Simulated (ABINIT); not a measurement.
The system is WS2 (Tungstenite).

```
CELL_PARAMETERS angstrom
3.18000 0.00000 0.00000
-1.59000 2.75396 0.00000
0.00000 0.00000 12.50000
ATOMIC_POSITIONS crystal
W 0.66667 0.33333 0.75000
W 0.33333 0.66667 0.25000
S 0.66667 0.33333 0.37500
S 0.33333 0.66667 0.87500
S 0.66667 0.33333 0.12500
S 0.33333 0.66667 0.62500
```

Program: ABINIT 10.8.3 (patched build). Alike in all runs: task single point; no spin polarisation; cell as given; cutoff (eV) 544; smearing fermi-dirac 0.05 eV.

Task: Order these runs on this cell by their pressure, lowest first.
A. level PBEsol; potentials or basis JTH PAW PBE v2.0; k mesh 6 × 6 × 2
B. level LDA; potentials or basis JTH PAW LDA v2.0; k mesh 8 × 8 × 2
C. level PBE; potentials or basis JTH PAW PBE v2.0; k mesh 6 × 6 × 2

Result: B (-5.8 GPa), A (-2.5 GPa), C (2.3 GPa).

Caveats: this functional lacks dispersion, which binds the layers, so the pressure and a relaxed spacing across them are unreliable (some runs); the PAW data sets were made with another functional, which shifts forces and pressure a little (some runs).

Not every run made on this cell is shown here.
